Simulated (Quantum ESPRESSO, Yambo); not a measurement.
# A GW chain in Yambo: LiF (Griceite), part 2 of 2

How does a plane-wave GW calculation on LiF (Griceite) run from the first input to the gap?

Quantum ESPRESSO 7.5 and Yambo 5.3.0; PBE and many-body steps on it, plane waves. Known limits of the many-body steps: not at the basis limit; coarse k mesh.

So far. Step 2 (Ground state): The gap is direct, at Γ. Step 3 (Bands along the symmetry lines): The gap is 9.114 eV, −0.001 eV from the run before at this level.

### Step 4. Empty states on the mesh, 4×4×4 mesh, 42 bands

Level of this step: DFT, PBE, plane waves, norm-conserving pseudopotentials (Quantum ESPRESSO).

The sums over transitions need many empty states on a uniform mesh; this step solves for them.

Contents of pw.in:

```
&control
  calculation = 'nscf'
  prefix = 'x'
  outdir = 'o'
  pseudo_dir = 'pseudo'
/
&system
  ibrav = 0
  nat = 2
  ntyp = 2
  ecutwfc = 72.0
  nbnd = 42
  force_symmorphic = .true.
/
&electrons
  conv_thr = 1e-9
  electron_maxstep = 80
  diago_full_acc = .true.
  diago_thr_init = 5e-6
/
ATOMIC_SPECIES
  Li 6.94 Li.upf
  F 18.998 F.upf
CELL_PARAMETERS angstrom
  0.0000000000 2.0140000000 2.0140000000
  2.0140000000 0.0000000000 2.0140000000
  2.0140000000 2.0140000000 -0.0000000000
ATOMIC_POSITIONS crystal
  Li 0.0000000000 0.0000000000 0.0000000000
  F 0.5000000000 0.5000000000 0.5000000000
K_POINTS automatic
  4 4 4 0 0 0
```

Started as:

```bash
$ OMP_NUM_THREADS=1 mpirun -n 4 pw.x -nk 4 -in pw.in > pw.out
```

Output:

```text
[banner, memory and clock lines left out]
Program PWSCF v.7.5 starts

     Atomic positions and unit cell read from directory:
     o/x.save/

     Message from routine setup:
     using ibrav=0 with symmetry is DISCOURAGED, use correct ibrav instead

     G-vector sticks info

     bravais-lattice index     =            0
     lattice parameter (alat)  =       5.3824  a.u.
     unit-cell volume          =     110.2567 (a.u.)^3
     number of atoms/cell      =            2
     number of atomic types    =            2
     number of electrons       =        10.00
     number of Kohn-Sham states=           42
     kinetic-energy cutoff     =      72.0000  Ry
     charge density cutoff     =     288.0000  Ry
     Exchange-correlation= PBE
                           (   1   4   3   4   0   0   0)

     celldm(1)=   5.382367  celldm(2)=   0.000000  celldm(3)=   0.000000
     celldm(4)=   0.000000  celldm(5)=   0.000000  celldm(6)=   0.000000

     crystal axes: (cart. coord. in units of alat)
               a(1) = (   0.000000   0.707107   0.707107 )
               a(2) = (   0.707107   0.000000   0.707107 )
               a(3) = (   0.707107   0.707107  -0.000000 )

     reciprocal axes: (cart. coord. in units 2 pi/alat)
               b(1) = ( -0.707107  0.707107  0.707107 )
               b(2) = (  0.707107 -0.707107  0.707107 )
               b(3) = (  0.707107  0.707107 -0.707107 )
     Pseudo is Norm-conserving, Zval =  3.0
     Generated using ONCVPSP code by D. R. Hamann
     Using radial grid of 1944 points,  4 beta functions with:
     Pseudo is Norm-conserving + core correction, Zval =  7.0
     Generated using ONCVPSP code by D. R. Hamann
     Using radial grid of  832 points,  5 beta functions with:
     Li                3.00     6.94000     Li( 1.00)
     F                 7.00    18.99800     F ( 1.00)

     48 Sym. Ops., with inversion, found

   Cartesian axes

     site n.     atom                  positions (alat units)
         1        Li     tau(   1) = (   0.0000000   0.0000000   0.0000000  )
         2        F      tau(   2) = (   0.7071068   0.7071068   0.7071068  )

     number of k points=     8
                       cart. coord. in units 2pi/alat
        k(    1) = (   0.0000000   0.0000000   0.0000000), wk =   0.0312500
        k(    2) = (   0.1767767   0.1767767  -0.1767767), wk =   0.2500000
        k(    3) = (  -0.3535534  -0.3535534   0.3535534), wk =   0.1250000
[...]
k(    7) = (  -0.7071068   0.0000000   0.0000000), wk =   0.0937500
        k(    8) = (  -0.7071068   0.3535534   0.0000000), wk =   0.1875000

     Dense  grid:     9185 G-vectors     FFT dimensions: (  30,  30,  30)

     The potential is recalculated from file :
     o/x.save/charge-density

     Starting wfcs are    6 randomized atomic wfcs +   36 random wfcs

     Band Structure Calculation

     End of band structure calculation

          k = 0.0000 0.0000 0.0000 (  1139 PWs)   bands (ev):

   -39.9378 -18.9883   0.9065   0.9065   0.9065  10.0211  24.8974  24.8974
    24.8974  25.3125  25.3125  25.3125  28.2845  32.4832  32.4832  45.8414
    45.8414  45.8414  49.6073  65.9888  65.9888  65.9888  68.3857  69.5444
[...]
97.7994  97.7994

          k = 0.1768 0.1768-0.1768 (  1131 PWs)   bands (ev):

[...]
94.3996  94.3996

          k =-0.3536-0.3536 0.3536 (  1158 PWs)   bands (ev):

[...]
67.0240  69.6217  72.0293  72.0293  72.9688  72.9688  76.4156  76.7415
    76.8309  76.8309  78.3729  88.4937  88.4937  91.7907  92.3781  92.3781
    93.8266  99.0008

          k = 0.3536 0.0000 0.0000 (  1118 PWs)   bands (ev):

     [... further k-points ...]

     highest occupied, lowest unoccupied level (ev):     0.9065   10.0211

     XML data file, pseudopotentials, collected wavefunctions
```

Run time: 1.3 s. Hardware: 4 MPI ranks of Arm Neoverse V1, shared host; peak memory 0.05 GiB.

This step gave:

```yaml
gap: 9.115 eV
k_of_the_valence_top: 0, 0, 0
k_of_the_conduction_bottom: 0, 0, 0
least_direct_gap: 9.115 eV
k_points_computed: 8
lowest_point_of_the_top_converged_band_above_the_valence_top: 91.2249 eV
```

On this mesh the gap is 9.115 eV.

### Step 5. Conversion and set-up

This step: Yambo 5.3.0; conversion and set-up on PBE, plane waves, norm-conserving pseudopotentials.

The states are converted to the many-body program's format and the q mesh is built.

Started as:

```bash
$ (cd o/x.save; p2y > p2y.log; mv SAVE ../..); yambo > setup.log
```

Output:

```text
 Yambo, version 5.3.0

 [02] CORE Variables Setup
 =========================

  [02.01] Unit cells
  ==================

  Cell kind             :  FCC
  Atoms in the cell     :  Li  F
  number of Li atoms    :  1
  number of F  atoms    :  1

  List of atomic masses
  Mass of Li    :  6.940000
  Mass of F     :  18.99800

  List of atomic coordinates    : [cc]
  Li1       :  0.000000  0.000000  0.000000  order 1
  F1       :  3.805908  3.805908  3.805908  order 2

  Alat factors          :  3.805908  3.805908  3.805908 [a.u.]
  Direct lattice volume :  110.2567 [a.u.]
  Direct lattice vectors:  A[ 1 ]  A[ 2 ]  A[ 3 ]
   A[ 1 ]:  0.000000  1.000000  1.000000  [iru]
   0.000000  3.805908  3.805908  [cc]
   A[ 2 ]:  1.000000  0.000000  1.000000  [iru]
   3.805908  0.000000  3.805908  [cc]
   A[ 3 ]:  1.000000  1.000000 -0.000000  [iru]
   3.805908  3.805908 -0.000000  [cc]

  Recip. lattice volume :  2.249752 [a.u.]
  Recip. lattice vectors:  B[ 1 ]  B[ 2 ]  B[ 3 ]
   B[ 1 ]: -0.500000  0.500000  0.500000  [iku]
  -0.825451  0.825451  0.825451  [cc]
   B[ 2 ]:  0.500000 -0.500000  0.500000  [iku]
   0.825451 -0.825451  0.825451  [cc]
   B[ 3 ]:  0.500000  0.500000 -0.500000  [iku]
   0.825451  0.825451 -0.825451  [cc]

  [02.02] Symmetries
  ==================

  Inversion symmetry    : yes
  Spatial inversion     : yes
  Inversion index       :  25
  K-space Time-reversal : no
  Magnetic symmetries   : no
  Group table correct   : yes
  Symmetries units      :  [cc]

   [S  1]:   1.0000     -0.12918E-16 -0.12918E-16 -0.12918E-16   1.0000      0.12918E-16  0.12918E-16  0.12918E-16   1.0000
   [S  2]:  -1.0000      0.12918E-16 -0.12918E-16  0.12918E-16  -1.0000      0.12918E-16 -0.12918E-16 -0.12918E-16   1.0000
   [S  3]:  -1.0000     -0.12918E-16  0.12918E-16  0.12918E-16   1.0000     -0.12918E-16 -0.12918E-16  0.12918E-16  -1.0000
[...]
[... 36 further rows ...]
   [S 47]: -0.12918E-16   1.0000      0.12918E-16  0.12918E-16 -0.12918E-16  -1.0000       1.0000      0.12918E-16 -0.12918E-16
   [S 48]: -0.12918E-16  -1.0000     -0.12918E-16  0.12918E-16  0.12918E-16   1.0000       1.0000     -0.12918E-16  0.12918E-16

  [02.03] Reciprocal space
  ========================

  nG shells         :  143
  nG charge         :   9185
  nG WFs            :  1465
  nC WFs            :  1158
  G-vecs. in first 14 shells:  [ Number ]
     1    9   15   27   51   59   65   89  113
   137  169  181  229  259
  ...
  Shell energy in first 14 shells:  [ mHa ]
    0.00000      1022.06      1362.74      2725.48      3747.54      4088.22      5450.96      6473.02      6813.70
    8176.44      9198.50      10901.9      11924.0      12264.7
  ...

  [02.04] K-grid lattice
  ======================

  Compatible Grid is   : 3D
  Base K vectors       :  K_min[ 1 ]  K_min[ 2 ]  K_min[ 3 ]
  K_min[ 1 ] : -0.78652E-17  0.25000      0.84180E-17 [rlu]
[...]
BZ  K-points                                      :   64

  K/Q-points units:
  rlu = crystal or reduced units; cc = cartesian coordinates; iku = interal k-units

  K [1]          [rlu]:  0.000000  0.000000  0.000000
         WF components:  1139
  K [2]          [rlu]:  0.78652E-17  0.78652E-17  0.25000
         WF components:  1131
  K [3]          [rlu]: -0.15730E-16 -0.15730E-16 -0.50000
         WF components:  1158
  K [4]          [rlu]:  0.11057E-17  0.25000      0.25000
         WF components:  1118
  K [5]          [rlu]: -0.23596E-16  0.25000     -0.50000
         WF components:  1128
  [... 2 further k-points ...]
  K [8]          [rlu]:  0.250000 -0.500000 -0.250000
         WF components:  1144

  [02.05] Energies & Occupations
  ==============================

  [X] === General ===
  [X] Electronic Temperature                        :  0.000000  0.000000 [eV K]
  [X] Bosonic    Temperature                        :  0.000000  0.000000 [eV K]
  [X] Finite Temperature mode                       : no
  [X] El. density                                   :  0.61206E+24 [cm-3]
  [X] Fermi Level                                   :  0.906508 [eV]

  [X] === Gaps and Widths ===
  [X] Conduction Band Min                           :  9.114627 [eV]
  [X] Valence Band Max                              :  0.000000 [eV]
  [X] Filled Bands                                  :   5
  [X] Empty Bands                                   :    6   42
  [X] Direct Gap                                    :  9.114627 [eV]
  [X] Direct Gap localized at k                     :  1
  [X] Indirect Gap                                  :  9.114627 [eV]
  [X] Indirect Gap between kpts                     :  1  1
  [X] Last valence band width                       :  0.989798 [eV]
  [X] 1st conduction band width                     :  5.964288 [eV]

  E @ K [1]:  [eV]
   -40.8443     -19.8948    -0.923855E-8 -0.428040E-8   0.00000      9.11463      23.9909      23.9909
   23.99086  24.40597  24.40597  24.40597  27.37798  31.57670  31.57670  44.93489
  occ @ K [1]
   2.000000  2.000000  2.000000  2.000000  2.000000  0.000000  0.000000  0.000000
[...]
E @ K [2]:  [eV]
[...]
occ @ K [2]
[...]
E @ K [3]:  [eV]
[...]
occ @ K [3]
[...]
E @ K [4]:  [eV]
[...]
occ @ K [4]
[...]
E @ K [5]:  [eV]
[...]
occ @ K [5]
[...]
[... 2 further k-points ...]
  E @ K [8]:  [eV]
[...]
occ @ K [8]
   2.000000  2.000000  2.000000  2.000000  2.000000  0.000000  0.000000  0.000000
   0.000000  0.000000  0.000000  0.000000  0.000000  0.000000  0.000000  0.000000

 [03] Transferred momenta grid and indexing
 ==========================================

 IBZ Q-points                                      :   8
 BZ  Q-points                                      :   64

 K/Q-points units:
 rlu = crystal or reduced units; cc = cartesian coordinates; iku = interal k-units

 Q [1]          [rlu]:  0.000000  0.000000  0.000000
 Q [2]          [rlu]: -0.89471E-17 -0.89471E-17  0.25000
 Q [3]          [rlu]:  0.17894E-16  0.17894E-16 -0.50000
[...]
Q [7]          [rlu]: -0.22113E-17 -0.50000     -0.50000
 Q [8]          [rlu]:  0.250000 -0.500000 -0.250000

  [03.01] X indexes
  =================

   [03.01.01] Sigma indexes
   ========================

 [06] Game Over & Game summary
```

Elapsed: 1.8 s, on 1 MPI rank; peak memory 0.24 GiB.

### Step 6. Screening and self-energy, 4×4×4 mesh, 42 bands, screening to 163.3 eV

Now the one-shot GW correction: screening in the RPA, then the self-energy of the levels asked for.

This step: G0W0 on PBE, plane waves, norm-conserving pseudopotentials.

Contents of gw1.in:

```
HF_and_locXC
gw0
dyson
ppa
em1d
rim_cut
RandQpts= 1000000
RandGvec= 1 RL
EXXRLvcs= 72 Ry
VXCRLvcs= 288 Ry
Chimod= "HARTREE"
% BndsRnXp
 1 | 42 |
%
NGsBlkXp= 12 Ry
% LongDrXp
 1 | 1 | 1 |
%
% GbndRnge
 1 | 42 |
%
DysSolver= "n"
ExtendOut
PPAPntXp= 27.21138 eV
% QPkrange
 1 | 1 | 4 | 7 |
%
```

Started as:

```bash
$ OMP_NUM_THREADS=1 mpirun -n 4 yambo -F gw1.in -J gw1 -C gw1 > gw1.log
```

Output:

```text
 Yambo, version 5.3.0

 [02] CORE Variables Setup
 =========================

  [... cell, symmetries and grids as in the set-up ...]

  [02.05] Energies & Occupations
  ==============================

  [X] === General ===
  [X] Electronic Temperature                        :  0.000000  0.000000 [eV K]
  [X] Bosonic    Temperature                        :  0.000000  0.000000 [eV K]
  [X] Finite Temperature mode                       : no
  [X] El. density                                   :  0.61206E+24 [cm-3]
  [X] Fermi Level                                   :  0.906508 [eV]

  [X] === Gaps and Widths ===
  [X] Conduction Band Min                           :  9.114627 [eV]
  [X] Valence Band Max                              :  0.000000 [eV]
  [X] Filled Bands                                  :   5
  [X] Empty Bands                                   :    6   42
  [X] Direct Gap                                    :  9.114627 [eV]
  [X] Direct Gap localized at k                     :  1
  [X] Indirect Gap                                  :  9.114627 [eV]
  [X] Indirect Gap between kpts                     :  1  1
  [X] Last valence band width                       :  0.989798 [eV]
  [X] 1st conduction band width                     :  5.964288 [eV]

 [03] Transferred momenta grid and indexing
 ==========================================

 IBZ Q-points                                      :   8
 BZ  Q-points                                      :   64

 K/Q-points units:
 rlu = crystal or reduced units; cc = cartesian coordinates; iku = interal k-units

 Q [1]          [rlu]:  0.000000  0.000000  0.000000
 Q [2]          [rlu]: -0.89471E-17 -0.89471E-17  0.25000
 Q [3]          [rlu]:  0.17894E-16  0.17894E-16 -0.50000
 Q [4]          [rlu]:  0.11057E-17  0.25000      0.25000
 Q [5]          [rlu]:  0.73159E-17  0.25000      0.50000
 Q [6]          [rlu]:  0.17894E-16  0.25000     -0.25000
 Q [7]          [rlu]: -0.22113E-17 -0.50000     -0.50000
 Q [8]          [rlu]:  0.250000 -0.500000 -0.250000

 [04] Coloumb potential Random Integration (RIM)
 ===============================================

  [04.01] RIM initialization
  ==========================

  * Diagonal components only detected *

  8 x (sBL volume)        :  0.281219 [a.u.]
  sBZ random points       :  1000000
  Points outside the sBZ  :   7996195
  RL volume               :  2.249752 [a.u.]
  Integrated volume       :  2.250822 [a.u.]

  [04.02] RIM integrals
  =====================

  Gamma point sphere radius             :  0.118841 [a.u.]
  Points outside the sphere             :   799659
  [Int_sBZ(q=0) 1/q^2]*(Vol_sBZ)^(-1/3) =:  7.764404
                                 should be <:  7.795600

  Summary of Coulomb integrals for non-metallic bands |Q|[au] RIM/Bare

  Q [1] 0.100000E-4 0.995998 * Q [2] 0.357431 1.064860
  Q [4] 0.412726 1.063731 * Q [6] 0.583682 1.026772
  Q [5] 0.684428 1.019350 * Q [3] 0.714862 1.017217
  Q [7] 0.825451 1.013507 * Q [8] 0.922883 1.010541

 [05] Dipoles
 ============

  [05.01] Setup: observables and procedures
  =========================================

 [06] Dynamic Dielectric Matrix (PPA)
 ====================================

 [WR./gw1//ndb.pp]---------------------------------------------------------------
  Brillouin Zone Q/K grids (IBZ/BZ)                :    8   64    8   64
  RL vectors                                       :  1471 [WF]
  Coulomb cutoff potential                         : none
  Electronic Temperature                           :  0.000000 [K]
  Bosonic    Temperature                           :  0.000000 [K]
  PPA    diel. fun.  energies                      : Perdew, Burke & Ernzerhof(X)+Perdew, Burke & Ernzerhof(C)
  wavefunctions                                    : Perdew, Burke & Ernzerhof(X)+Perdew, Burke & Ernzerhof(C)
  Global Gauge                                     : length
  X matrix size                                    :   89
  X band range                                     :    1   42
  X e/h energy range                               : -1.000000 -1.000000 [eV]
  X Time ordering                                  : R
  X Hxc Kernel                                     : HARTREE
  X Drude frequency                                :  0.000000  0.000000
  X poles                                          :  100.0000 [o/o]
  RL vectors in the sum                            :  1471
  [r,Vnl] included                                 : yes
  Field direction                                  :  0.577350E-5  0.577350E-5  0.577350E-5
  BZ energy Double Grid                            : no
  BZ energy DbGd points                            : 0
  BZ Q point size factor                           : -1.000000
  X Optical Averaged directions                    : none

 [07] Local Exchange-Correlation + Non-Local Fock
 ================================================

 [VXC] Plane waves :   9185
 [EXS] Plane waves :  1211

 QP @ state[ 1 ] K range:  1  1
 QP @ state[ 1 ] b range:   4   7

 [xc] Functional : Perdew, Burke & Ernzerhof(X)+Perdew, Burke & Ernzerhof(C)
 [xc] LIBXC used to calculate xc functional
  PP Number of Atomic Species                      :  2
  NLCC RL compoments                               :   9185
  PP Number of Atomic Species                      :  2
  NLCC RL compoments                               :   9185

 [xc] E_xc :  -6.404717 [Ha]
      E_xc :  -12.80943 [Ry]

  Local XC kind (lXC) : Perdew, Burke & Ernzerhof(X)+Perdew, Burke & Ernzerhof(C)
  Non-Local XC kind (nlXC) : Hartree-Fock

  Corrections @ K [1] :  [eV]
 <4|nlXC|4> = -30.57360 -0.30760E-17 <4|lXC|4> = -23.05410 -0.18882E-15
 <5|nlXC|5> = -30.57361  0.29999E-16 <5|lXC|5> = -23.05410 -0.67535E-21
 <6|nlXC|6> = -6.583262 -0.14149E-18 <6|lXC|6> = -11.44884 -0.37742E-15
 <7|nlXC|7> = -3.081851 -0.11253E-17 <7|lXC|7> = -10.01021 -0.23576E-16

 [08] Dyson equation: Newton solver
 ==================================

  [08.01] G0W0 (W PPA)
  ====================

  [  GW  ] Bands range     :    1   42
  [GW/PPA] G damping       :  0.100000 [eV]

  QP @ state[ 1 ] K range:  1  1
  QP @ state[ 1 ] b range:   4   7

   Sc/G bands                                       :    1   42
   Sc/G damping                                     :  0.100000 ev
   Sc bands terminator                              : no
   Sx RL components                                 :  1211

   QP @ state[ 1 ] K range                          :  1  1
   QP @ state[ 1 ] b range                          :   4   7
   GF energies kind                                 : Perdew, Burke & Ernzerhof(X)+Perdew, Burke & Ernzerhof(C)
   GF WF`s kind                                     : Perdew, Burke & Ernzerhof(X)+Perdew, Burke & Ernzerhof(C)
   Xs energies kind                                 : Perdew, Burke & Ernzerhof(X)+Perdew, Burke & Ernzerhof(C)
   Xs WF`s kind                                     : Perdew, Burke & Ernzerhof(X)+Perdew, Burke & Ernzerhof(C)

 [11] Game Over & Game summary
```

Elapsed: 6.9 s, on 4 MPI ranks; peak memory 1.1 GiB.

Numbers from this step:

* G0W0 gap on the points computed: 13.18 eV
* starting gap on the mesh: 9.115 eV
* k of the valence top: 0, 0, 0
* k of the conduction bottom: 0, 0, 0
* least direct G0W0 gap on the computed points: 13.18 eV
* Z at the valence top: 0.8310
* Z at the conduction bottom: 0.8928

The gap on the mesh goes from 9.11 eV to 13.18 eV, a correction of +4.06 eV.

Limits: finite bands, cutoff and mesh; coarse k mesh. v1 is the top filled band, c1 the lowest empty one. Levels before and after the correction, in eV, zero at the valence-band top of each column:

```csv
,conduction bottom,valence top
Kohn-Sham,9.11,0.00
G0W0,13.18,0.00
```

```csv
,level,energy (eV)
Kohn-Sham,Γ v2-v1,0.000
Kohn-Sham,Γ c1,9.115
Kohn-Sham,Γ c2,23.991
G0W0,Γ v2-v1,0.000
G0W0,Γ c1,13.178
G0W0,Γ c2,29.028
```

### Step 7. Where the time went

Times are wall times on the hardware named with each run, good to a factor of about two.

```csv
step,time,share,memory (GiB)
ground state,2.1 s,16 %,0.18
bands along the symmetry lines,1.4 s,11 %,0.05
empty states on the mesh,1.3 s,9 %,0.05
conversion and set-up,1.8 s,13 %,0.24
screening and self-energy,6.9 s,51 %,1.1
```

### Step 8. Outcome

| Property | Result |
| --- | --- |
| PBE gap | 9.11 eV, indirect (only 1 meV under the direct gap) |
| G0W0 gap on the mesh | 13.18 eV |
| GW settings | 4×4×4 mesh, 42 bands, screening to 163.3 eV, Godby-Needs plasmon pole |
| known limits | not at the basis limit; coarse k mesh |

**Reading.** G0W0 moves the gap on the mesh from 9.11 eV to 13.18 eV (+4.06 eV), with Z of 0.83 and 0.89 at the edges. Only 1 of the mesh's irreducible points was corrected, so a valley elsewhere could overtake. The dearest step here is «screening and self-energy». Bands and cutoff are finite, so the gap is not at the basis limit. The miss can reach some tenths of an eV and take either sign; the mesh is an error of its own. In the G0W0 run levels were corrected at 1 k point alone, so a gap called «on the mesh» is the least over those, and an edge elsewhere would be missed. The 4×4×4 mesh is coarse for this cell, which bears on the long-range parts of exchange and screening.

[Paths, hosts, dates, memory and timing lines, banners, echoed tables and standing remarks are left out of the program output.]

[Logs are printed without paths, hosts, clocks, repeated set-up lines and the standing remarks that a program may print on its own settings, such as how far it seeks lower states.]

[Runs of the session that timed out or met a known fault of the program may be left out.]

[Hosts, paths, dates, database ids (printed as entryN), source tags and the programs' standing remarks are cut or masked in the printed files.]
